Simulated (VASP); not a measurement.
# Rh (Fm-3m) in VASP: further runs

Runs on Rh. Level: PBEsol. Tasks: relaxation of the atoms.

Program: VASP 6.6.1. These are calculated values, not measurements. Logs are shortened: lines on timing, memory, paths and dates and some standing lists are left out, and cuts for length are marked.

### 1 Starting point

Symmetry: Fm-3m, No. 225, cubic system. The conventional cell has a = 3.779 Å, b = 3.779 Å, c = 3.779 Å, α = 90.00°, β = 90.00°, γ = 90.00°. Rh (site symmetry m-3m) has 12 Rh at 2.67 Å as nearest neighbours.

### 2 Relaxation of the atoms, PBEsol

File INCAR:

```
SYSTEM = Rh
  PREC = Accurate
  ENCUT = 600
  EDIFF = 1E-7
  ISMEAR = 1
  SIGMA = 0.1
  LREAL = .False.
  LASPH = .True.
  NELM = 80
  ALGO = Fast
  ISIF = 2
  LWAVE = .False.
  LCHARG = .False.
  GGA = PS
  IBRION = 2
  NSW = 40
  EDIFFG = -0.01
```

File KPOINTS:

```
regular mesh
0
Gamma
  16 16 16
  0 0 0
```

File POSCAR:

```
Rh                                      
1.0
    0.0000000000      1.8897137189      1.8897137189
    1.8897137189      0.0000000000      1.8897137189
    1.8897137189      1.8897137189      0.0000000000
  Rh            
     1
Direct
     0.0000000000000000    0.0000000000000000    0.0000000000000000
```

Potentials or basis: VASP PAW PBE potentials, release 64 (Rh_pv).

Command:

```
$ cat potpaw_PBE.64/Rh_pv/POTCAR > POTCAR
$ mpirun -np 1 vasp_std > vasp.out
```

OUTCAR:

```text
SYSTEM = Rh
   PREC = Accurate
   ENCUT = 600
   EDIFF = 1E-7
   ISMEAR = 1
   LREAL = .False.
   LASPH = .True.
   NELM = 80
   ISIF = 2
   GGA = PS
   IBRION = 2
   NSW = 40
   EDIFFG = -0.01

 ion  position               nearest neighbor table
   1  0.000  0.000  0.000-

  LATTYP: Found a face centered cubic cell.
 ALAT       =     3.7794274378

  Lattice vectors:

 A1 = (   0.0000000000,   1.8897137189,   1.8897137189)
 A2 = (   1.8897137189,   0.0000000000,   1.8897137189)
 A3 = (   1.8897137189,   1.8897137189,   0.0000000000)

Analysis of symmetry for initial positions (statically):
=====================================================================
 Subroutine PRICEL returns:
 Original cell was already a primitive cell.

 Routine SETGRP: Setting up the symmetry group for a
 face centered cubic supercell.

 Subroutine GETGRP returns: Found 48 space group operations
 (whereof 48 operations were pure point group operations)
 out of a pool of 48 trial point group operations.

The static configuration has the point symmetry O_h .

Analysis of symmetry for dynamics (positions and initial velocities):
=====================================================================
 Subroutine PRICEL returns:
 Original cell was already a primitive cell.

 Routine SETGRP: Setting up the symmetry group for a
 face centered cubic supercell.

 Subroutine GETGRP returns: Found 48 space group operations
 (whereof 48 operations were pure point group operations)
 out of a pool of 48 trial point group operations.

The dynamic configuration has the point symmetry O_h .

 Subroutine INISYM returns: Found 48 space group operations
 (whereof 48 operations are pure point group operations),
 and found     1 'primitive' translations

----------------------------------------------------------------------------------------

                                     Primitive cell

  volume of cell :      13.4964

  direct lattice vectors                    reciprocal lattice vectors
     0.000000000  1.889713719  1.889713719    -0.264590342  0.264590342  0.264590342
     1.889713719  0.000000000  1.889713719     0.264590342 -0.264590342  0.264590342
     1.889713719  1.889713719  0.000000000     0.264590342  0.264590342 -0.264590342

  length of vectors
     2.672458770  2.672458770  2.672458770     0.458283916  0.458283916  0.458283916

  position of ions in fractional coordinates (direct lattice)
     0.000000000  0.000000000  0.000000000

  ion indices of the primitive-cell ions
   primitive index   ion index
                 1           1

----------------------------------------------------------------------------------------

 KPOINTS: regular mesh

Automatic generation of k-mesh.
 Grid dimensions read from file:
 generate k-points for:   16   16   16

 Generating k-lattice:

  Cartesian coordinates                     Fractional coordinates (reciprocal lattice)
    -0.016536896  0.016536896  0.016536896     0.062500000  0.000000000  0.000000000
     0.016536896 -0.016536896  0.016536896     0.000000000  0.062500000  0.000000000
     0.016536896  0.016536896 -0.016536896     0.000000000  0.000000000  0.062500000

  Length of vectors
     0.028642745  0.028642745  0.028642745

  Shift w.r.t. Gamma in fractional coordinates (k-lattice)
     0.000000000  0.000000000  0.000000000

 Subroutine IBZKPT returns following result:
 ===========================================

 Found    145 irreducible k-points:

 Following reciprocal coordinates:
            Coordinates               Weight
  0.000000  0.000000  0.000000      1.000000
  0.062500  0.000000  0.000000      8.000000
  0.125000  0.000000  0.000000      8.000000
  0.187500  0.000000  0.000000      8.000000
  0.250000  0.000000  0.000000      8.000000
  0.312500  0.000000  0.000000      8.000000
[... 16 lines left out ...]
 -0.125000  0.062500  0.000000     24.000000
 -0.062500  0.062500  0.000000     12.000000
 [... further k-points ...]
   k-points           NKPTS =    145   k-points in BZ     NKDIM =    145   number of bands    NBANDS=     11
   number of dos      NEDOS =    301   number of ions     NIONS =      1
   total plane-waves  NPLWV =  13824
   dimension x,y,z NGX =    24 NGY =   24 NGZ =   24
   dimension x,y,z NGXF=    48 NGYF=   48 NGZF=   48
   ions per type =               1
   NGX,Y,Z   is equivalent  to a cutoff of  14.93, 14.93, 14.93 a.u.
   NGXF,Y,Z  is equivalent  to a cutoff of  29.86, 29.86, 29.86 a.u.
 SYSTEM =  Rh
   PREC   = accura    normal or accurate (medium, high low for compatibility)
   ISTART =      0    job   : 0-new  1-cont  2-samecut
   ICHARG =      2    charge: 1-file 2-atom 10-const
   ISPIN  =      1    spin polarized calculation?
   LNONCOLLINEAR =      F non collinear calculations
   LSORBIT =      F    spin-orbit coupling
   LASPH  =      T    aspherical Exc in radial PAW
   ENCUT  =  600.0 eV  44.10 Ry    6.64 a.u.   5.34  5.34  5.34*2*pi/ulx,y,z
   NELM   =     80;   NELMIN=  2; NELMDL= -5     # of ELM steps
   EDIFF  = 0.1E-06   stopping-criterion for ELM
   LREAL  =      F    real-space projection
   EDIFFG = -.1E-01   stopping-criterion for IOM
   NSW    =     40    number of steps for IOM
   IBRION =      2    ionic relax: 0-MD 1-quasi-New 2-CG
   NFREE  =      1    steps in history (QN), initial steepest desc. (CG)
   ISIF   =      2    stress and relaxation
   ISYM   =      2    0-nonsym 1-usesym 2-fastsym
   POTIM  = 0.5000    time-step for ionic-motion
   TEBEG  =    0.0;   TEEND  =   0.0 temperature during run
   PSTRESS=    0.0 pullay stress
   NELECT =      15.0000    total number of electrons
   NUPDOWN=      -1.0000    fix difference up-down
   EMIN   =  10.00;   EMAX   =-10.00  energy-range for DOS
   EFERMI =   0.00;   METHOD = LEGACY
   ISMEAR =     1;   SIGMA  =   0.10  broadening in eV -4-tet -1-fermi 0-gaus
   EFERMI_NEDOS =   21; number of points for ismear=-14 and -15
   IALGO  =     68    algorithm
   IMIX   =      4    mixing-type and parameters
     AMIX     =   0.40;   BMIX     =  1.00
     AMIX_MAG =   1.60;   BMIX_MAG =  1.00
  volume/ion in A,a.u.               =      13.50        91.08
  Fermi-wavevector in a.u.,A,eV,Ry     =   1.695766  3.204533 39.125213  2.875622
  Thomas-Fermi vector in A             =   2.776750
   LORBIT       =      0    0 simple, 1 ext, 2 COOP (PROOUT), +10 PAW based schemes
   GGA     = PS    functional components
   LHFCALC =     F    Hartree Fock is set to
   AEXX    =    0.0000 exact exchange contribution
   IVDW    =     0    specifies the selected vdW correction
   LEPSILON=     F    determine dielectric tensor
   LRPA    =     F    only Hartree local field effects (RPA)
 conjugate gradient relaxation of ions
 non-spin polarized calculation
 RMM-DIIS sequential band-by-band and
 Methfessel and Paxton  Order N= 1 SIGMA  =   0.10
  energy-cutoff  :      600.00
  volume of cell :       13.50
 maximum number of plane-waves:       464
 NGX is ok and might be reduce to    24
   NGX = 11   NGY = 11   NGZ = 11

 number of electron      15.0000002 magnetization

 Free energy of the ion-electron system (eV)
  ---------------------------------------------------
  ext. energy  EPLUGINS =         0.00000000
  ---------------------------------------------------
  free energy    TOTEN  =        -8.13693257 eV

  energy without entropy =       -8.13668429  energy(sigma->0) =       -8.13684981

 E-fermi :  12.0858     XC(G=0): -14.3371

 val. band max:       12.0762689896   @ k =   0.4375   0.1250   0.0625
 cond. band min:      12.0876053480   @ k =   0.3125   0.2500   0.0000
 fundamental gap:      0.0113363583
 Fermi energy:        12.0858469402

 k-point     1 :       0.0000    0.0000    0.0000
  band No.  band energies     occupation
      1     -34.2653      2.00000
      2     -34.2653      2.00000
      3     -34.2653      2.00000
      4       3.9063      2.00000
      5       8.9141      2.00000
      6       8.9141      2.00000
      7       8.9141      2.00000
      8      11.0899      2.00000
      9      11.0899      2.00000
     10      28.0167      0.00000
     11      33.5737      0.00000

 k-point     2 :       0.0625    0.0000    0.0000
  band No.  band energies     occupation
      1     -34.2962      2.00000
      2     -34.2694      2.00000
      3     -34.2694      2.00000
      4       4.0668      2.00000
      5       8.8416      2.00000
      6       8.9774      2.00000
      7       8.9774      2.00000
      8      11.0538      2.00000
      9      11.0538      2.00000
     10      28.2544      0.00000
     11      32.7143      0.00000

 k-point     3 :       0.1250    0.0000    0.0000
  band No.  band energies     occupation
      1     -34.3841      2.00000
      2     -34.2813      2.00000
      3     -34.2813      2.00000
      4       4.5205      2.00000
      5       8.6703      2.00000
      6       9.1357      2.00000
      7       9.1357      2.00000
      8      10.9848      2.00000
      9      10.9848      2.00000
     10      28.8702      0.00000
     11      31.0103      0.00000

 k-point     4 :       0.1875    0.0000    0.0000
  band No.  band energies     occupation
      1     -34.5141      2.00000
      2     -34.2989      2.00000
      3     -34.2989      2.00000
      4       5.1598      2.00000
      5       8.5496      2.00000
      6       9.2834      2.00000
      7       9.2834      2.00000
      8      11.0044      2.00000
      9      11.0044      2.00000
     10      29.1183      0.00000
     11      29.5896      0.00000
[... 239 lines left out ...]
 k-point    22 :      -0.1875    0.0625    0.0000
  band No.  band energies     occupation
      1     -34.5696      2.00000
      2     -34.3350      2.00000
      3     -34.2975      2.00000
      4       5.5074      2.00000
      5       8.4197      2.00000
      6       9.3476      2.00000
      7       9.3958      2.00000
      8      10.7199      2.00000
      9      11.4326      2.00000
     10      28.6037      0.00000
     11      29.8366      0.00000

 k-point    23 :      -0.1250    0.0625    0.0000
  band No.  band energies     occupation
      1     -34.4362      2.00000
      2     -34.3107      2.00000
      3     -34.2809      2.00000
      4       4.8541      2.00000
      5       8.5063      2.00000
      6       9.2498      2.00000
      7       9.2813      2.00000
      8      10.7290      2.00000
      9      11.1948      2.00000
     10      29.2797      0.00000
     11      30.3836      0.00000

 k-point    24 :      -0.0625    0.0625    0.0000
  band No.  band energies     occupation
      1     -34.3397      2.00000
      2     -34.2877      2.00000
      3     -34.2710      2.00000
      4       4.3265      2.00000
      5       8.7061      2.00000
      6       9.0644      2.00000
      7       9.1137      2.00000
      8      10.8945      2.00000
      9      11.1151      2.00000
     10      28.6248      0.00000
     11      31.8801      0.00000

 [... further k-points ...]

------------------------ aborting loop because EDIFF is reached ----------------------------------------

  FORCE on cell =-STRESS in cart. coord.  units (eV):
  Direction    XX          YY          ZZ          XY          YZ          ZX
  --------------------------------------------------------------------------------------
  -------------------------------------------------------------------------------------
  Total       -0.0037432     -0.0037432     -0.0037432      0.0000000      0.0000000      0.0000000
  in kB       -0.4443616     -0.4443616     -0.4443616      0.0000000      0.0000000      0.0000000
  external PRESSURE =      -0.4443616 kB  Pullay stress =       0.0000000 kB

 VOLUME and BASIS-vectors are now :
 -----------------------------------------------------------------------------
  energy-cutoff  :      600.00
  volume of cell :       13.50
      direct lattice vectors                 reciprocal lattice vectors
     0.000000000  1.889713719  1.889713719    -0.264590342  0.264590342  0.264590342
     1.889713719  0.000000000  1.889713719     0.264590342 -0.264590342  0.264590342
     1.889713719  1.889713719  0.000000000     0.264590342  0.264590342 -0.264590342

 POSITION                                       TOTAL-FORCE (eV/Angst)
 -----------------------------------------------------------------------------------
      0.00000      0.00000      0.00000         0.000000      0.000000      0.000000
 -----------------------------------------------------------------------------------
    total drift:                               -0.000000      0.000000     -0.000000

  FREE ENERGIE OF THE ION-ELECTRON SYSTEM (eV)
  ---------------------------------------------------
  free  energy   TOTEN  =        -8.1369325723 eV

  energy  without entropy=       -8.1366842918  energy(sigma->0) =       -8.13684981

 reached required accuracy - stopping structural energy minimisation
```

Wall time 12 s (1 thread of Intel Xeon 6975P-C (Granite Rapids), shared host); peak memory 0.16 GiB.

What came out:

* Free energy: -8.1369 eV
* Pressure after relaxing: 0.0 GPa
* Band gap on the k mesh: none (metal or under the smearing width)

Final structure:
```
Rh
1.0
     0.00000    1.88971    1.88971
     1.88971    0.00000    1.88971
     1.88971    1.88971    0.00000
Rh
1
Direct
  0.00000 0.00000 0.00000
```

Caveat: the relaxation stopped at its first step, so nothing moved; the PAW data sets were made with another functional, which shifts forces and pressure a little.

(Part 1 of 2 ends here.)
